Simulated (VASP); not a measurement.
# Sb24H in VASP: single point with PBE

Aim: the single point of Sb24H with PBE.

Program: VASP 6.6.1. These are calculated values, not measurements. Logs are shortened: lines on timing, memory, paths and dates and some standing lists are left out, and cuts for length are marked.

### Step 1. The structure

The cell holds a slab with vacuum, 25 atoms: a = 8.617 Å, b = 8.617 Å, c = 25.025 Å, α = 90.00°, β = 90.00°, γ = 120.00°.

The cell was built by a generator and needn't be a form met in nature.

### Step 2. Single point, PBE

INCAR

```
ALGO = Fast
DIPOL = 0.5 0.5 0.517
EDIFF = 1E-6
ENCUT = 520
GGA = PE
IDIPOL = 3
ISIF = 2
ISMEAR = 0
LASPH = True
LCHARG = False
LDIPOL = True
LREAL = Auto
LWAVE = False
NBANDS = 78
NELM = 100
PREC = Accurate
SIGMA = 0.05
```

KPOINTS

```
k-points
0
Gamma
  5 5 1
```

POSCAR

```
Sb24H
1.0
    8.6168000000      0.0000000000      0.0000000000
   -4.3084000000      7.4623676993      0.0000000000
    0.0000000000      0.0000000000     25.0252128000
Sb H
24 1
Direct
    0.3333333333      0.1666666667      0.3196776013
    0.0000000000      0.0000000000      0.3799852923
    0.1659406121      0.3340593879      0.4771215385
    0.3333333333      0.1666666667      0.5374814477
   -0.0008607191     -0.0004303595      0.6339450470
    0.1799499664      0.3200500336      0.6992308227
    0.3333333333      0.6666666667      0.3196776013
    0.0000000000      0.5000000000      0.3799852923
    0.1659406121      0.8318812243      0.4771215385
    0.3257434060      0.6628717030      0.5407724665
    0.0000000000      0.5000000000      0.6432083137
    0.1799499664      0.8598999329      0.6992308227
    0.8333333333      0.1666666667      0.3196776013
    0.5000000000      0.0000000000      0.3799852923
    0.6681187757      0.3340593879      0.4771215385
    0.8371282970      0.1742565940      0.5407724665
    0.5004303595     -0.0004303595      0.6339450470
    0.6401000671      0.3200500336      0.6992308227
    0.8333333333      0.6666666667      0.3196776013
    0.5000000000      0.5000000000      0.3799852923
    0.6666666667      0.8333333333      0.4813059325
    0.8371282970      0.6628717030      0.5407724665
    0.5004303595      0.5008607191      0.6339450470
    0.6666666667      0.8333333333      0.6957808284
    0.3333333333      0.1666666667      0.7183220329
```

Potentials or basis: VASP PAW PBE potentials, release 64 (Sb, H).

Started as:

```
$ cat potpaw_PBE.64/Sb/POTCAR potpaw_PBE.64/H/POTCAR > POTCAR
$ mpirun -np 1 vasp_std > vasp.out
```

OUTCAR:

```text
EDIFF = 1E-6
   ENCUT = 520
   GGA = PE
   ISIF = 2
   ISMEAR = 0
   LASPH = True
   LREAL = Auto
   NELM = 100
   PREC = Accurate

 ion  position               nearest neighbor table
   1  0.333  0.167  0.320-  20 2.91   2 2.91  14 2.91
   2  0.000  0.000  0.380-  19 2.91   1 2.91  13 2.91   9 3.48   3 3.48  21 3.55
   3  0.166  0.334  0.477-   4 2.92  10 2.93  16 2.93   8 3.47   2 3.48  20 3.48
   4  0.333  0.167  0.537-   9 2.92   3 2.92  15 2.92  23 3.47   5 3.47  17 3.47
   5  0.999  1.000  0.634-   6 2.90  12 2.90  24 2.92  16 3.43  22 3.43   4 3.47
   6  0.180  0.320  0.699-   5 2.90  23 2.90  11 3.03
   7  0.333  0.667  0.320-  14 2.91   8 2.91  20 2.91
   8  0.000  0.500  0.380-  13 2.91   7 2.91  19 2.91   3 3.47   9 3.47  15 3.47
   9  0.166  0.832  0.477-   4 2.92  22 2.93  10 2.93   8 3.47   2 3.48  14 3.48
  10  0.326  0.663  0.541-   3 2.93   9 2.93  21 2.95  23 3.43  17 3.43  11 3.53
  11  0.000  0.500  0.643-   6 3.03  12 3.03  18 3.03  16 3.53  10 3.53  22 3.53
  12  0.180  0.860  0.699-   5 2.90  17 2.90  11 3.03
  13  0.833  0.167  0.320-   8 2.91  14 2.91   2 2.91
  14  0.500  0.000  0.380-   7 2.91  13 2.91   1 2.91  15 3.48   9 3.48  21 3.55
  15  0.668  0.334  0.477-   4 2.92  22 2.93  16 2.93   8 3.47  20 3.48  14 3.48
  16  0.837  0.174  0.541-   3 2.93  15 2.93  21 2.95   5 3.43  17 3.43  11 3.53
  17  0.500  1.000  0.634-  18 2.90  12 2.90  24 2.92  10 3.43  16 3.43   4 3.47
  18  0.640  0.320  0.699-  17 2.90  23 2.90  11 3.03
  19  0.833  0.667  0.320-   2 2.91  20 2.91   8 2.91
  20  0.500  0.500  0.380-   1 2.91  19 2.91   7 2.91  15 3.48   3 3.48  21 3.55
  21  0.667  0.833  0.481-  22 2.95  16 2.95  10 2.95  20 3.55   2 3.55  14 3.55
  22  0.837  0.663  0.541-  15 2.93   9 2.93  21 2.95   5 3.43  23 3.43  11 3.53
  23  0.500  0.501  0.634-   6 2.90  18 2.90  24 2.92  10 3.43  22 3.43   4 3.47
  24  0.667  0.833  0.696-  23 2.92   5 2.92  17 2.92
  25  0.333  0.167  0.718-

  LATTYP: Found a hexagonal cell.
 ALAT       =     8.6168000000
 C/A-ratio  =     2.9042350757

  Lattice vectors:

 A1 = (   8.6168000000,   0.0000000000,   0.0000000000)
 A2 = (  -4.3084000000,   7.4623676993,   0.0000000000)
 A3 = (   0.0000000000,   0.0000000000,  25.0252128000)

Analysis of symmetry for initial positions (statically):
=====================================================================
 Subroutine PRICEL returns:
 Original cell was already a primitive cell.

 Routine SETGRP: Setting up the symmetry group for a
 hexagonal supercell.

 Subroutine GETGRP returns: Found  6 space group operations
 (whereof  2 operations were pure point group operations)
 out of a pool of 24 trial point group operations.

The static configuration has the point symmetry C_1h.
 The point group associated with its full space group is C_3v.

Analysis of symmetry for dynamics (positions and initial velocities):
=====================================================================
 Subroutine PRICEL returns:
 Original cell was already a primitive cell.

 Routine SETGRP: Setting up the symmetry group for a
 hexagonal supercell.

 Subroutine GETGRP returns: Found  6 space group operations
 (whereof  2 operations were pure point group operations)
 out of a pool of 24 trial point group operations.

The dynamic configuration has the point symmetry C_1h.
 The point group associated with its full space group is C_3v.

 Subroutine INISYM returns: Found  6 space group operations
 (whereof  2 operations are pure point group operations),
 and found     1 'primitive' translations

----------------------------------------------------------------------------------------

                                     Primitive cell

  volume of cell :    1609.1645

  direct lattice vectors                    reciprocal lattice vectors
     8.616800000  0.000000000  0.000000000     0.116052363  0.067002863  0.000000000
    -4.308400000  7.462367699  0.000000000     0.000000000  0.134005726  0.000000000
     0.000000000  0.000000000 25.025212800     0.000000000  0.000000000  0.039959700

  length of vectors
     8.616800000  8.616800000 25.025212800     0.134005726  0.134005726  0.039959700

  position of ions in fractional coordinates (direct lattice)
     0.333333333  0.166666667  0.319677601
     0.000000000  0.000000000  0.379985292
     0.165940612  0.334059388  0.477121539
     0.333333333  0.166666667  0.537481448
     0.999139281  0.999569640  0.633945047
[... 60 lines left out ...]
     0.023210473  0.013400573  0.000000000     0.200000000  0.000000000  0.000000000
     0.000000000  0.026801145  0.000000000     0.000000000  0.200000000  0.000000000
     0.000000000  0.000000000  0.039959700     0.000000000  0.000000000  1.000000000

  Length of vectors
     0.026801145  0.026801145  0.039959700

  Shift w.r.t. Gamma in fractional coordinates (k-lattice)
     0.000000000  0.000000000  0.000000000

 Subroutine IBZKPT returns following result:
 ===========================================

 Found      5 irreducible k-points:

 Following reciprocal coordinates:
            Coordinates               Weight
  0.000000  0.000000  0.000000      1.000000
  0.200000  0.000000  0.000000      6.000000
  0.400000  0.000000  0.000000      6.000000
  0.200000  0.200000  0.000000      6.000000
  0.400000  0.200000  0.000000      6.000000
   k-points           NKPTS =      5   k-points in BZ     NKDIM =      5   number of bands    NBANDS=     78
   number of dos      NEDOS =    301   number of ions     NIONS =     25
   total plane-waves  NPLWV = 786432
   dimension x,y,z NGX =    64 NGY =   64 NGZ =  192
   dimension x,y,z NGXF=   128 NGYF=  128 NGZF=  384
   ions per type =              24   1
   NGX,Y,Z   is equivalent  to a cutoff of  12.35, 12.35, 12.75 a.u.
   NGXF,Y,Z  is equivalent  to a cutoff of  24.70, 24.70, 25.51 a.u.
 SYSTEM =  unknown system
   PREC   = accura    normal or accurate (medium, high low for compatibility)
   ISTART =      0    job   : 0-new  1-cont  2-samecut
   ICHARG =      2    charge: 1-file 2-atom 10-const
   ISPIN  =      1    spin polarized calculation?
   LNONCOLLINEAR =      F non collinear calculations
   LSORBIT =      F    spin-orbit coupling
   LASPH  =      T    aspherical Exc in radial PAW
   ENCUT  =  520.0 eV  38.22 Ry    6.18 a.u.  16.02 16.02 46.53*2*pi/ulx,y,z
   NELM   =    100;   NELMIN=  2; NELMDL= -5     # of ELM steps
   EDIFF  = 0.1E-05   stopping-criterion for ELM
   LREAL  =      T    real-space projection
   EDIFFG = 0.1E-04   stopping-criterion for IOM
   NSW    =      0    number of steps for IOM
   IBRION =     -1    ionic relax: 0-MD 1-quasi-New 2-CG
   NFREE  =      0    steps in history (QN), initial steepest desc. (CG)
   ISIF   =      2    stress and relaxation
   ISYM   =      2    0-nonsym 1-usesym 2-fastsym
   POTIM  = 0.5000    time-step for ionic-motion
   TEBEG  =    0.0;   TEEND  =   0.0 temperature during run
   PSTRESS=    0.0 pullay stress
   NELECT =     121.0000    total number of electrons
   NUPDOWN=      -1.0000    fix difference up-down
   EMIN   =  10.00;   EMAX   =-10.00  energy-range for DOS
   EFERMI =   0.00;   METHOD = LEGACY
   ISMEAR =     0;   SIGMA  =   0.05  broadening in eV -4-tet -1-fermi 0-gaus
   EFERMI_NEDOS =   21; number of points for ismear=-14 and -15
   IALGO  =     68    algorithm
   IMIX   =      4    mixing-type and parameters
     AMIX     =   0.40;   BMIX     =  1.00
     AMIX_MAG =   1.60;   BMIX_MAG =  1.00
  volume/ion in A,a.u.               =      64.37       434.37
  Fermi-wavevector in a.u.,A,eV,Ry     =   0.690987  1.305776  6.496277  0.477463
  Thomas-Fermi vector in A             =   1.772510
   LORBIT       =      0    0 simple, 1 ext, 2 COOP (PROOUT), +10 PAW based schemes
   GGA     = PE    functional components
   LHFCALC =     F    Hartree Fock is set to
   AEXX    =    0.0000 exact exchange contribution
   IVDW    =     0    specifies the selected vdW correction
   LEPSILON=     F    determine dielectric tensor
   LRPA    =     F    only Hartree local field effects (RPA)
 non-spin polarized calculation
 RMM-DIIS sequential band-by-band and
 Gauss-broadening in eV      SIGMA  =   0.05
  energy-cutoff  :      520.00
  volume of cell :     1609.16
 maximum number of plane-waves:     43376
   NGX = 33   NGY = 33   NGZ = 93

 dipolmoment           0.000000      0.000000     -0.836675 electrons x Angstroem

 number of electron     120.9999997 magnetization

 dipolmoment           0.000000      0.000000      0.017706 electrons x Angstroem

 Free energy of the ion-electron system (eV)
  ---------------------------------------------------
  ext. energy  EPLUGINS =         0.00000000
  ---------------------------------------------------
  free energy    TOTEN  =      -100.38587605 eV

  energy without entropy =     -100.36991500  energy(sigma->0) =     -100.37789553

 E-fermi :   0.7650     XC(G=0):  -4.9856

 val. band max:        0.7577975969   @ k =   0.4000   0.0000   0.0000
 cond. band min:       0.7713895378   @ k =   0.2000   0.2000   0.0000
 fundamental gap:      0.0135919410
 Fermi energy:         0.7650025116

 k-point     1 :       0.0000    0.0000    0.0000
  band No.  band energies     occupation
      1     -11.2581      2.00000
      2     -10.8773      2.00000
      3     -10.4132      2.00000
      4      -9.2587      2.00000
      5      -9.2587      2.00000
      6      -9.2571      2.00000
[... 364 lines left out ...]
     71       2.4491      0.00000
     72       2.5145      0.00000
 [bands above 72 left out]

------------------------ aborting loop because EDIFF is reached ----------------------------------------

 vacuum level on the upper side and lower side of the slab       (xc-potential included)         0.011        -0.087

  FORCE on cell =-STRESS in cart. coord.  units (eV):
  Direction    XX          YY          ZZ          XY          YZ          ZX
  --------------------------------------------------------------------------------------
  -------------------------------------------------------------------------------------
  Total       -2.3685252     -2.3685252      2.2597600     -0.0000000     -0.0000000      0.0000000
  in kB       -2.3582408     -2.3582408      2.2499479     -0.0000000     -0.0000000      0.0000000
  external PRESSURE =      -0.8221779 kB  Pullay stress =       0.0000000 kB

 VOLUME and BASIS-vectors are now :
 -----------------------------------------------------------------------------
  energy-cutoff  :      520.00
  volume of cell :     1609.16
      direct lattice vectors                 reciprocal lattice vectors
     8.616800000  0.000000000  0.000000000     0.116052363  0.067002863  0.000000000
    -4.308400000  7.462367699  0.000000000     0.000000000  0.134005726  0.000000000
     0.000000000  0.000000000 25.025212800     0.000000000  0.000000000  0.039959700

 POSITION                                       TOTAL-FORCE (eV/Angst)
 -----------------------------------------------------------------------------------
      2.15420      1.24373      8.00000        -0.000000      0.000000     -0.367571
      0.00000      0.00000      9.50921        -0.028341     -0.016363      0.385603
     -0.00938      2.49287     11.94007        -0.002349      0.001356     -0.048034
      2.15420      1.24373     13.45059        -0.000000      0.000000      0.048681
      4.30284      7.45916     15.86461         0.001075      0.000621     -0.063426
      0.17169      2.38833     17.49840        -0.004851      0.002801      0.047645
[... 17 lines left out ...]
      2.15420      6.21864     17.41206        -0.000000      0.000000      0.050679
      2.15420      1.24373     17.97616        -0.000000      0.000000     -0.008159
 -----------------------------------------------------------------------------------
    total drift:                               -0.000001      0.000000     -0.018710

  FREE ENERGIE OF THE ION-ELECTRON SYSTEM (eV)
  ---------------------------------------------------
  free  energy   TOTEN  =      -100.3858760546 eV

  energy  without entropy=     -100.3699149969  energy(sigma->0) =     -100.37789553

 vacuum level on the upper side and lower side of the slab         5.161         5.096
```

Run time: 22 min. Hardware: 1 thread of Intel Xeon Platinum 8488C (Sapphire Rapids), shared host; peak memory 1.6 GiB.

What came out:

* Free energy: -100.3859 eV
* Largest force: 0.387 eV/Å
* Band gap on the k mesh: none (metal or under the smearing width)

Forces on the atoms (eV/Å):
```
Sb   0.000  0.000 -0.368
Sb  -0.028 -0.016  0.386
Sb  -0.002  0.001 -0.048
Sb   0.000  0.000  0.049
Sb   0.001  0.001 -0.063
Sb  -0.005  0.003  0.048
Sb   0.004  0.002 -0.351
Sb   0.000  0.000  0.316
Sb   0.000 -0.003 -0.048
Sb   0.001  0.001  0.038
Sb   0.000  0.000 -0.028
Sb   0.000 -0.006  0.048
Sb   0.000 -0.004 -0.351
Sb   0.028 -0.016  0.386
Sb   0.002  0.001 -0.048
Sb   0.000 -0.001  0.038
Sb  -0.001  0.001 -0.063
Sb   0.005  0.003  0.048
Sb  -0.004  0.002 -0.351
Sb   0.000  0.033  0.386
Sb   0.000  0.000 -0.038
Sb  -0.001  0.001  0.038
Sb   0.000 -0.001 -0.063
Sb   0.000  0.000  0.051
H    0.000  0.000 -0.008
```

Levels at points of the mesh, in eV from the Fermi level:
```
           k point  band 59  band 60  band 61  band 62  band 63  band 64
(0.00, 0.00, 0.00)    -0.67    -0.29    -0.02     0.18     0.49     0.49
```

The run has no spin-orbit coupling, so splittings on Sb are missing.
